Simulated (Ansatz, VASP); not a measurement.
Equation of state of ZrC under PBE

It takes space group F-43m (No. 216, cubic). Conventional cell: a = 5.091 Å, b = 5.091 Å, c = 5.091 Å, α = 90.00°, β = 90.00°, γ = 90.00°. Zr (site symmetry -43m) has 4 C at 2.20 Å as nearest neighbours. Around C (site symmetry -43m) lie 4 Zr at 2.20 Å.

The cell comes from a database or a generator and needn't be the stable form of this composition.

The cell was scaled at fixed shape and fractions and run with Ansatz, Ansatz PAW (earlier soft set), cutoff 420 eV; PBE, k mesh 9 × 9 × 9 on the cell of 2 atoms, fermi-dirac occupations of 0.05 eV, no spin polarisation, no spin-orbit coupling. Energies are those that the program minimises, any entropy of the smearing included.

```csv
V (Å³/atom),energy over the lowest row (meV/atom)
15.5045,29.61
15.8344,12.70
16.1643,?
16.4941,0.00
16.8240,2.93
17.1539,11.39
17.4838,24.81
```

Fit the third-order Birch-Murnaghan form, give V0, B0 and B′, and predict the energy left open.

With y = (V0/V)^(2/3), E = E0 + (9 V0 B0/16) [(y - 1)³ B′ + (y - 1)² (6 - 4y)]. Least squares through the rows shown give V0 = 16.4918 Å³/atom, E0 = -0.01 meV, B0 = 146.0 GPa (1 eV/Å³ = 160.218 GPa) and B′ = 3.65, with a largest miss of 0.02 meV. At V = 16.1643 the form with these constants gives 3.05 meV; the run gave 3.06 meV an atom. Other set-ups at this level, from all their volumes (Å³/atom, GPa): VASP, PBE PAW files C, Zr_sv, 520 eV: V0 16.513, B0 145.8.

The minimum at 16.4918 Å³/atom and the bulk modulus of 146.0 GPa describe zincblende ZrC, not the familiar rocksalt carbide, which is denser and markedly stiffer. The softer response is therefore no sign of a failure of PBE. It probably reflects the open fourfold network: Zr 4d–C 2p bonding is still strong and partly ionic, but there are fewer bonds in a given volume than in the octahedrally coordinated rocksalt form, even though each one is shorter.

The curve is steeper on compression than on expansion, as expected when Pauli repulsion between overlapping shells grows faster than the bonding weakens on stretching. The omitted point is recovered almost exactly, but it lies close to the minimum, so it supports the smoothness of the curve more than the value of B′. The close agreement with the second set-up suggests that V0 and B0 depend little on the choice of PAW data. A minimum under uniform scaling doesn't establish resistance to shear or to internal displacements.
